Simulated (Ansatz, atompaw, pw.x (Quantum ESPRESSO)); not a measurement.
## Te: does the PAW (atompaw) potential hold in the solid?

Te (Z = 52), PAW, made with atompaw 4.2.0.5 (PBE, scalar-relativistic). Core [Kr] 4d10, reference 5s2 5p4. Waves: 5s (bound): rc 1.55 bohr; 5s channel at 0.9 Ry: rc 2.10 bohr; 5p (bound): rc 2.10 bohr; 5p channel at 1.45 Ry: rc 2.10 bohr; 5d channel at 0.3 Ry: rc 2.10 bohr; 5d channel at 2.95 Ry: rc 2.10 bohr. Local part: bessel scheme, radius 1.70 bohr. Core correction: smooth core density matched at 1.10 bohr. Augmentation charge: sinc compensation charge, radius 2.05 bohr; PAW radius 2.10 bohr; waves and projectors: custom rrkj gramschmidtortho.

Atomic tests: cutoffs needed: 18 Ry and 35 Ry (the cutoffs (Ry, on a coarse ladder) from which the occupation-weighted sum of valence levels, in a spherical-Bessel basis at the reference potential, stays within 10 and 1 mRy of its value at 400 Ry); ghost test: no extra level below or beside the all-electron valence levels (s, p, d, f tested) (spherical-Bessel basis up to 400 Ry, 20 bohr box); lowest eigenvalue of the overlap operator: 0.02 (s channel).

Crystal test: bcc Te in pw.x 7.5, no spin, 12³ k-points, Fermi–Dirac smearing 0.01 Ry, cutoffs 45/450 Ry. The reference is all-electron LAPW (Ansatz 0.2.0) with the same functional, mesh and smearing; V0 and B0 come from Birch–Murnaghan fits to the pressures at five volumes. Errors are pseudo minus all-electron; Δ is the rms difference of the E(V) curves that follow from these fits, minima aligned, over ±6 % about the mean V0. Mesh and smearing are coarse, so the numbers serve the comparison and aren't converged zero-temperature values; the lattice is a test structure that the element need not adopt.

```
V (Å³/atom)  P all-electron (GPa)  P pseudo (GPa)
     26.952                  3.29            3.17
     27.662                  1.60            1.48
     28.371                  0.14            0.03
     29.080                 -1.11           -1.22
     29.790                 -2.19           -2.29
```

All-electron: a0 = 3.846 Å (V0 = 28.45 Å³/atom), B0 = 53.4 GPa.

Pseudopotential: mean pressure error (GPa): -0.11; a0 (Å): 3.843; a0 error (%): -0.07; B0 error (%): +0.5; Δ (meV/atom): 0.7. The logarithmic derivative shows an extra or strongly shifted pseudo pole above the reference energy (d near 0.78 Ry).

Problem. At the middle volume, how do free energy and pressure move when the wave cutoff is lowered (ecutrho held at 450 Ry)?

Solution.

```csv
cutoff (Ry),shift of F (meV/atom),shift of P (GPa)
20,+35.1,-0.10
27,+20.2,-0.24
36,+2.0,-0.08
```

The run at the middle volume (72 k-points, 8 iterations) took about 22 s on one core of a shared host (Intel(R) Xeon(R) Platinum 8259CL CPU @ 2.50GHz, 96 threads, 755 GiB, load 28).
